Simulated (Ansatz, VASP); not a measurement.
## One calculation of InSb, two programs

```
CELL_PARAMETERS angstrom
0.00000 3.15752 3.15752
3.15752 0.00000 3.15752
3.15752 3.15752 0.00000
ATOMIC_POSITIONS crystal
In 0.00000 0.00000 0.00000
Sb 0.25000 0.25000 0.25000
```

Change from the starting cell: hydrostatic strain -3.7%.

Alike in both runs: task single point; functional PBE; k mesh 6 × 6 × 6; occupations fermi-dirac, width 0.02 eV; no spin polarisation.

|  | VASP | Ansatz |
| --- | --- | --- |
| version | VASP 6.6.1 | Ansatz 0.2.0 |
| potentials or method | VASP PAW PBE potentials, release 64 (In_d, Sb) | plane waves, PAW |
| plane-wave cutoff (eV) | 520 | 420 |
| valence electrons in the cell | 18 | 28 |

```csv
,VASP,Ansatz,Ansatz less VASP
pressure (GPa),7.8,7.8,+0.02
```

With one functional, cell and mesh, what is left measures potentials, basis and numerics. The two sets of potentials don't hold the same shells in valence.
